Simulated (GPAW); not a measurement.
Runs of GPAW 26.7.0 on TaN. It takes space group P6/mmm (No. 191, hexagonal). The conventional cell has a = 5.191 Å, b = 5.191 Å, c = 2.908 Å, α = 90.00°, β = 90.00°, γ = 120.00°. Ta (site symmetry -6m2) has 6 N at 2.09 Å as nearest neighbours. Around Ta (site symmetry 6/mmm) lie 6 N at 2.60 Å and 2 Ta at 2.91 Å. N (site symmetry mmm) is surrounded by 4 Ta at 2.09 Å. 

```csv
task,level,potentials or basis,k mesh,band path,band points,mesh quality,pressure (GPa)
band structure,LDA,"the program's PAW data sets (release 1.2.1) made for this functional, pw",4 × 4 × 6,"GMKGALHA,LM,KH",60,coarse,(a)
single point,PBEsol,"PAW data sets generated in the run's folder for this functional, pw",6 × 6 × 9,-,-,not flagged,0.6
band structure,PBEsol,"PAW data sets generated in the run's folder for this functional, pw",4 × 4 × 6,"GMKGALHA,LM,KH",60,coarse,1.1
band structure,r2SCAN,"GPAW PAW data sets (gpaw-data 1.2.1), pw",4 × 4 × 6,"GMKGALHA,LM,KH",60,coarse,5.1
```

Alike in all rows: no spin polarisation; cell as given; cutoff (eV) 800; smearing fermi-dirac 0.05 eV.

Estimate the missing entries.

(a) -6.8.

Caveats: some runs use coarse meshes; the PAW data sets were made with another functional, which shifts forces and pressure a little (some runs).

Not every run made on this cell is shown here.
